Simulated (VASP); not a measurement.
# Sn (I4_1/amd) in VASP: further runs

One crystal, Sn, is run at these levels: PBEsol; tasks: phonons.

All numbers are computed with VASP 6.6.1; they aren't measurements. Logs are shortened: lines on timing, memory, paths and dates and some standing lists are left out, and cuts for length are marked.

## Step 1: The structure

It takes space group I4_1/amd (No. 141, tetragonal). The conventional cell has a = 5.587 Å, b = 5.587 Å, c = 2.997 Å, α = 90.00°, β = 90.00°, γ = 90.00°. Sn (site symmetry -4m2) is surrounded by 6 Sn at 2.89 to 3.00 Å.

## Step 2: Phonons, PBEsol

The input, POSCAR:

```
Sn
1.0
   -2.7936296998      2.7936296998      1.4984588460
    2.7936296998     -2.7936296998      1.4984588460
    2.7936296998      2.7936296998     -1.4984588460
  Sn
     2
Direct
     0.0000000000000000    0.0000000000000000    0.0000000000000000
     0.7500000000000000    0.2500000000000000    0.5000000000000000
```

The input, INCAR.step1:

```
ALGO = Normal
EDIFF = 1E-8
EDIFFG = -0.002
ENCUT = 600
GGA = PS
IBRION = 2
ISIF = 3
ISMEAR = 0
LASPH = True
LCHARG = False
LREAL = False
LWAVE = False
NELM = 80
NSW = 40
PREC = Accurate
PSTRESS = 109.0
SIGMA = 0.03
```

The input, INCAR.step2:

```
ALGO = Normal
EDIFF = 1E-8
ENCUT = 600
GGA = PS
IBRION = 6
ISIF = 2
ISMEAR = 0
LASPH = True
LCHARG = False
LREAL = False
LWAVE = False
NELM = 80
NFREE = 2
NSW = 1
POTIM = 0.015
PREC = Accurate
PSTRESS = 109.0
SIGMA = 0.03
```

The input, KPOINTS:

```
k-points
0
Gamma
  12 12 12
```

Potentials or basis: VASP PAW PBE potentials, release 64 (Sn_d).

Command:

```
$ cat potpaw_PBE.64/Sn_d/POTCAR > POTCAR
$ cp INCAR.step1 INCAR
$ mpirun -np 1 vasp_std > vasp.out
$ cp CONTCAR POSCAR
$ cp INCAR.step2 INCAR
$ mpirun -np 1 vasp_std > vasp.out
```

OUTCAR:

```text
EDIFF = 1E-8
   ENCUT = 600
   GGA = PS
   IBRION = 6
   ISIF = 2
   ISMEAR = 0
   LASPH = True
   LREAL = False
   NELM = 80
   NFREE = 2
   NSW = 1
   POTIM = 0.015
   PREC = Accurate
   PSTRESS = 109.0

 ion  position               nearest neighbor table
   1  0.000  0.000  0.000-   2 2.89   2 2.89   2 2.89   2 2.89   2 3.59   2 3.59   2 3.59   2 3.59

   2  0.750  0.250  0.500-   1 2.89   1 2.89   1 2.89   1 2.89   1 3.59   1 3.59   1 3.59   1 3.59

  LATTYP: Found a body centered tetragonal cell.
 ALAT       =     5.5871881912
 C/A-ratio  =     0.5364519009

  Lattice vectors:

 A1 = (  -2.7935940956,   2.7935940956,   1.4986288629)
 A2 = (   2.7935940956,  -2.7935940956,   1.4986288629)
 A3 = (   2.7935940956,   2.7935940956,  -1.4986288629)

Analysis of symmetry for initial positions (statically):
=====================================================================
 Subroutine PRICEL returns:
 Original cell was already a primitive cell.

 Routine SETGRP: Setting up the symmetry group for a
 body centered tetragonal supercell.

 Subroutine GETGRP returns: Found 16 space group operations
 (whereof  8 operations were pure point group operations)
 out of a pool of 16 trial point group operations.

The static configuration has the point symmetry D_2d.
 The point group associated with its full space group is D_4h.

Analysis of symmetry for dynamics (positions and initial velocities):
=====================================================================
 Subroutine PRICEL returns:
 Original cell was already a primitive cell.

 Routine SETGRP: Setting up the symmetry group for a
 body centered tetragonal supercell.

 Subroutine GETGRP returns: Found 16 space group operations
 (whereof  8 operations were pure point group operations)
 out of a pool of 16 trial point group operations.

The dynamic configuration has the point symmetry D_2d.
 The point group associated with its full space group is D_4h.

 Subroutine INISYM returns: Found 16 space group operations
 (whereof  8 operations are pure point group operations),
 and found     1 'primitive' translations

----------------------------------------------------------------------------------------

                                     Primitive cell

  volume of cell :      46.7822

  direct lattice vectors                    reciprocal lattice vectors
    -2.793594096  2.793594096  1.498628863     0.000000000  0.178980905  0.333638309
     2.793594096 -2.793594096  1.498628863     0.178980905  0.000000000  0.333638309
     2.793594096  2.793594096 -1.498628863     0.178980905  0.178980905  0.000000000

  length of vectors
     4.225425944  4.225425944  4.225425944     0.378614165  0.378614165  0.253117224

  position of ions in fractional coordinates (direct lattice)
     0.000000000  0.000000000  0.000000000
     0.750000000  0.250000000  0.500000000

  ion indices of the primitive-cell ions
   primitive index   ion index
                 1           1
                 2           2

----------------------------------------------------------------------------------------

 KPOINTS: k-points

Automatic generation of k-mesh.
 Grid dimensions read from file:
 generate k-points for:   12   12   12

 Generating k-lattice:

  Cartesian coordinates                     Fractional coordinates (reciprocal lattice)
     0.000000000  0.014915075  0.027803192     0.083333333 -0.000000000  0.000000000
     0.014915075  0.000000000  0.027803192    -0.000000000  0.083333333  0.000000000
     0.014915075  0.014915075  0.000000000     0.000000000  0.000000000  0.083333333

  Length of vectors
[... 54 lines left out ...]
   NELM   =     80;   NELMIN=  2; NELMDL=  0     # of ELM steps
   EDIFF  = 0.1E-07   stopping-criterion for ELM
   LREAL  =      F    real-space projection
   EDIFFG = 0.1E-06   stopping-criterion for IOM
   NSW    =     61    number of steps for IOM
   IBRION =      6    ionic relax: 0-MD 1-quasi-New 2-CG
   NFREE  =      2    steps in history (QN), initial steepest desc. (CG)
   ISIF   =      2    stress and relaxation
   ISYM   =      2    0-nonsym 1-usesym 2-fastsym
   POTIM  = 0.0150    time-step for ionic-motion
   TEBEG  =    0.0;   TEEND  =   0.0 temperature during run
   PSTRESS=  109.0 pullay stress
   NELECT =      28.0000    total number of electrons
   NUPDOWN=      -1.0000    fix difference up-down
   EMIN   =  10.00;   EMAX   =-10.00  energy-range for DOS
   EFERMI =   0.00;   METHOD = LEGACY
   ISMEAR =     0;   SIGMA  =   0.03  broadening in eV -4-tet -1-fermi 0-gaus
   EFERMI_NEDOS =   21; number of points for ismear=-14 and -15
   IALGO  =     38    algorithm
   IMIX   =      4    mixing-type and parameters
     AMIX     =   0.40;   BMIX     =  1.00
     AMIX_MAG =   1.60;   BMIX_MAG =  1.00
  volume/ion in A,a.u.               =      23.39       157.85
  Fermi-wavevector in a.u.,A,eV,Ry     =   1.379645  2.607151 25.897597  1.903420
  Thomas-Fermi vector in A             =   2.504595
   LORBIT       =      0    0 simple, 1 ext, 2 COOP (PROOUT), +10 PAW based schemes
   GGA     = PS    functional components
   LHFCALC =     F    Hartree Fock is set to
   AEXX    =    0.0000 exact exchange contribution
   IVDW    =     0    specifies the selected vdW correction
   LEPSILON=     F    determine dielectric tensor
   LRPA    =     F    only Hartree local field effects (RPA)
 finite differences with symmetry
 non-spin polarized calculation
 Gauss-broadening in eV      SIGMA  =   0.03
  energy-cutoff  :      600.00
  volume of cell :       46.78
 maximum number of plane-waves:      1580
 NGX is ok and might be reduce to    36
   NGX = 17   NGY = 17   NGZ = 17

--------------------------------------- Ionic step        1  -------------------------------------------

 number of electron      27.9999993 magnetization

 Free energy of the ion-electron system (eV)
  ---------------------------------------------------
  ext. energy  EPLUGINS =         0.00000000
  ---------------------------------------------------
  free energy    TOTEN  =        -8.31633689 eV

  energy without entropy =       -8.31602546  energy(sigma->0) =       -8.31618117

------------------------ aborting loop because EDIFF is reached ----------------------------------------

  FORCE on cell =-STRESS in cart. coord.  units (eV):
  Direction    XX          YY          ZZ          XY          YZ          ZX
  --------------------------------------------------------------------------------------
  -------------------------------------------------------------------------------------
  Total        3.1816021      3.1816021      3.1806138      0.0000000      0.0000000      0.0000000
  in kB      108.9621719    108.9621719    108.9283268      0.0000000      0.0000000      0.0000000
  external PRESSURE =      -0.0491098 kB  Pullay stress =     109.0000000 kB
[... 139 lines left out ...]
--------------------------------------- Ionic step        5  -------------------------------------------

 number of electron      27.9999995 magnetization

 Free energy of the ion-electron system (eV)
  ---------------------------------------------------
  ext. energy  EPLUGINS =         0.00000000
  ---------------------------------------------------
  free energy    TOTEN  =        -8.31628067 eV

  energy without entropy =       -8.31596499  energy(sigma->0) =       -8.31612283

 E-fermi :   9.8139     XC(G=0): -11.1700

 val. band max:        9.8019446278   @ k =   0.5000  -0.0833  -0.3333
 cond. band min:       9.8241856510   @ k =   0.3333   0.1667   0.0000
 fundamental gap:      0.0222410232
 Fermi energy:         9.8138596596

 k-point     1 :       0.0000    0.0000    0.0000
  band No.  band energies     occupation
      1     -12.0338      2.00000
      2     -11.9249      2.00000
      3     -11.8589      2.00000
      4     -11.8544      2.00000
      5     -11.5858      2.00000
      6     -11.5772      2.00000
[... 481 lines left out ...]
      5     -11.6686      2.00000
      6     -11.6347      2.00000
[... 10 lines left out ...]
     17      13.0877      0.00000
     18      15.7411      0.00000

 [... further k-points ...]
[... 5 lines left out ...]
  --------------------------------------------------------------------------------------
  -------------------------------------------------------------------------------------
  Total        3.2531300      3.1097013      3.1820931      0.0000000      0.0000000      0.0000000
  in kB      111.4118311    106.4997445    108.9789886      0.0000000      0.0000000      0.0000000
  external PRESSURE =      -0.0364786 kB  Pullay stress =     109.0000000 kB
[... 21 lines left out ...]
  energy  without entropy=       -8.3159649859  energy(sigma->0) =       -8.31612283

  enthalpy is  TOTEN    =        -5.1335740493 eV   P V=        3.1827066223

 INTERNAL STRAIN TENSORS FROM DISPLACED ATOMS
 ============================================

 INTERNAL STRAIN TENSOR FOR ION    1 for displacements in x,y,z  (eV/Angst):
          X           Y           Z          XY          YZ          ZX
  --------------------------------------------------------------------------------
  x     0.00000     0.00000     0.00000     0.00000     0.00000    -2.43663
  y     0.00000     0.00000     0.00000     0.00000     2.43663     0.00000
  z    -4.78118     4.78118     0.00000     0.00000     0.00000     0.00000

 INTERNAL STRAIN TENSOR FOR ION    2 for displacements in x,y,z  (eV/Angst):
          X           Y           Z          XY          YZ          ZX
  --------------------------------------------------------------------------------
  x     0.00000     0.00000     0.00000     0.00000     0.00000     2.43663
  y     0.00000     0.00000     0.00000     0.00000    -2.43663     0.00000
  z     4.78118    -4.78118     0.00000     0.00000     0.00000     0.00000

 Eigenvectors and eigenvalues of the dynamical matrix
 ----------------------------------------------------

   1 f  =    5.240367 THz    32.926194 2PiTHz  174.799815 cm-1    21.672405 meV
             X         Y         Z           dx          dy          dz
      0.000000  0.000000  0.000000     0.398428    0.584170    0.000000
      0.000000  2.793594  0.749314    -0.398428   -0.584170   -0.000000
[... 16 lines left out ...]
   5 f  =    0.000000 THz     0.000000 2PiTHz    0.000000 cm-1     0.000000 meV
             X         Y         Z           dx          dy          dz
      0.000000  0.000000  0.000000     0.275845    0.508438   -0.406694
      0.000000  2.793594  0.749314     0.275845    0.508438   -0.406694

   6 f/i=    0.000000 THz     0.000000 2PiTHz    0.000001 cm-1     0.000000 meV
             X         Y         Z           dx          dy          dz
      0.000000  0.000000  0.000000    -0.141806   -0.384169   -0.576459
      0.000000  2.793594  0.749314    -0.141806   -0.384169   -0.576459

 ELASTIC MODULI CONTR FROM IONIC RELAXATION (kBar)
 Direction    XX          YY          ZZ          XY          YZ          ZX
 --------------------------------------------------------------------------------
 XX       -1521.8837   1521.8837      0.0000      0.0000      0.0000      0.0000
 YY        1521.8837  -1521.8837      0.0000      0.0000      0.0000      0.0000
 ZZ           0.0000      0.0000      0.0000      0.0000      0.0000      0.0000
 XY           0.0000      0.0000      0.0000      0.0000      0.0000      0.0000
 YZ           0.0000      0.0000      0.0000      0.0000    -30.4881      0.0000
 ZX           0.0000      0.0000      0.0000      0.0000      0.0000    -30.4882
 --------------------------------------------------------------------------------
```

Run time: 13 min. Hardware: 1 thread of Intel Xeon 6975P-C (Granite Rapids), shared host; peak memory 0.7 GiB.

What came out:

- Highest phonon frequency at Γ: 175 cm⁻¹

Step by step:
| step | energy change (eV) | largest force (eV/Å) | pressure (GPa) | volume (Å³) |
| --- | --- | --- | --- | --- |
| 1 | 0.0000 | 0.0000 | 10.90 | 46.78 |
| 2 | -0.0003 | 0.0000 | 10.90 | 46.78 |

Phonon frequencies in cm⁻¹ (negative: imaginary):
```csv
q point,frequencies
"(0.000, 0.000, 0.000)",0 0 0 49 175 175
```

Caveat: the PAW data sets were made with another functional, which shifts forces and pressure a little.

## Step 3: Phonons, PBEsol

This run uses another cell than the first one, of 26.85 Å³/atom, 1.148 times its volume.

The input, POSCAR:

```
Sn
1.0
   -2.9136480455      2.9136480455      1.5811265831
    2.9136480455     -2.9136480455      1.5811265831
    2.9136480455      2.9136480455     -1.5811265831
  Sn
     2
Direct
     0.0000000000000000    0.0000000000000000    0.0000000000000000
     0.7500000000000000    0.2500000000000000    0.5000000000000000
```

The input, INCAR.step1:

```
PREC = Accurate ; ENCUT = 600
EDIFF = 1E-8 ; ISMEAR = 0
SIGMA = 0.03 ; LREAL = F
LASPH = T ; NELM = 80
ALGO = Normal ; ISIF = 3
LWAVE = F ; LCHARG = F
GGA = PS ; IBRION = 2
NSW = 40 ; EDIFFG = -0.002
```

The input, INCAR.step2:

```
PREC = Accurate ; ENCUT = 600
EDIFF = 1E-8 ; ISMEAR = 0
SIGMA = 0.03 ; LREAL = F
LASPH = T ; NELM = 80
ALGO = Normal ; ISIF = 2
LWAVE = F ; LCHARG = F
GGA = PS ; IBRION = 6
NFREE = 2 ; POTIM = 0.015
NSW = 1
```

The input, KPOINTS:

```
regular mesh
0
Gamma
  12 12 12
```

Potentials or basis: VASP PAW PBE potentials, release 64 (Sn_d).

Command:

```
$ cat potpaw_PBE.64/Sn_d/POTCAR > POTCAR
$ cp INCAR.step1 INCAR
$ mpirun -np 1 vasp_std > vasp.out
$ cp CONTCAR POSCAR
$ cp INCAR.step2 INCAR
$ mpirun -np 1 vasp_std > vasp.out
```

OUTCAR:

```text
PREC = Accurate
   ENCUT = 600
   EDIFF = 1E-8
   ISMEAR = 0
   LREAL = F
   LASPH = T
   NELM = 80
   ISIF = 2
   GGA = PS
   IBRION = 6
   NFREE = 2
   POTIM = 0.015
   NSW = 1

 ion  position               nearest neighbor table
   1  0.000  0.000  0.000-   2 3.02   2 3.02   2 3.02   2 3.02   2 3.76   2 3.76   2 3.76   2 3.76

   2  0.750  0.250  0.500-   1 3.02   1 3.02   1 3.02   1 3.02   1 3.76   1 3.76   1 3.76   1 3.76

  LATTYP: Found a body centered tetragonal cell.
 ALAT       =     5.8279417359
 C/A-ratio  =     0.5425631749
[... 896 lines left out ...]
          X           Y           Z          XY          YZ          ZX
  --------------------------------------------------------------------------------
  x     0.00000     0.00000     0.00000     0.00000     0.00000     2.22861
  y     0.00000     0.00000     0.00000     0.00000    -2.22862     0.00000
  z     3.32715    -3.32715     0.00000     0.00000     0.00000     0.00000

 Eigenvectors and eigenvalues of the dynamical matrix
 ----------------------------------------------------

   1 f  =    3.881666 THz    24.389227 2PiTHz  129.478444 cm-1    16.053274 meV
             X         Y         Z           dx          dy          dz
      0.000000  0.000000  0.000000     0.000000   -0.707107    0.000000
     -0.000000  2.913971  0.790507     0.000000    0.707107    0.000000
[... 16 lines left out ...]
   5 f  =    0.000000 THz     0.000000 2PiTHz    0.000000 cm-1     0.000000 meV
             X         Y         Z           dx          dy          dz
      0.000000  0.000000  0.000000     0.000000    0.707107    0.000000
     -0.000000  2.913971  0.790507     0.000000    0.707107    0.000000

   6 f/i=    0.000000 THz     0.000000 2PiTHz    0.000000 cm-1     0.000000 meV
             X         Y         Z           dx          dy          dz
      0.000000  0.000000  0.000000     0.000000    0.000000    0.707107
     -0.000000  2.913971  0.790507     0.000000    0.000000    0.707107

 ELASTIC MODULI CONTR FROM IONIC RELAXATION (kBar)
 Direction    XX          YY          ZZ          XY          YZ          ZX
 --------------------------------------------------------------------------------
 XX       -1029.9939   1029.9939      0.0000      0.0000      0.0000      0.0000
 YY        1029.9939  -1029.9939      0.0000      0.0000      0.0000      0.0000
 ZZ           0.0000      0.0000      0.0000      0.0000      0.0000      0.0000
 XY           0.0000      0.0000      0.0000      0.0000      0.0000      0.0000
 YZ           0.0000      0.0000      0.0000      0.0000    -40.4970      0.0000
 ZX           0.0000      0.0000      0.0000      0.0000      0.0000    -40.4969
 --------------------------------------------------------------------------------
```

OUTCAR.step1:

```text
PREC = Accurate
   ENCUT = 600
   EDIFF = 1E-8
   ISMEAR = 0
   LREAL = F
   LASPH = T
   NELM = 80
[... 780 lines left out ...]
      2.91397     -2.91397      1.58101        -0.000000      0.000000     -0.000000
     -0.00000      2.91397      0.79051         0.000000     -0.000000      0.000000
 -----------------------------------------------------------------------------------
    total drift:                               -0.000000      0.000000     -0.000000

  FREE ENERGIE OF THE ION-ELECTRON SYSTEM (eV)
  ---------------------------------------------------
  free  energy   TOTEN  =        -8.5224378368 eV

  energy  without entropy=       -8.5219653039  energy(sigma->0) =       -8.52220157

 reached required accuracy - stopping structural energy minimisation
```

Wall time 28 min (1 thread of Intel Xeon Platinum 8488C (Sapphire Rapids), shared host); peak memory 0.8 GiB.

Results:

```yaml
Highest_phonon_frequency_at_Γ: 129 cm⁻¹
```

Phonon frequencies in cm⁻¹ (negative: imaginary):
```csv
q point,frequencies
"(0.000, 0.000, 0.000)",0 0 0 38 129 129
```

Caveat: the PAW data sets were made with another functional, which shifts forces and pressure a little.
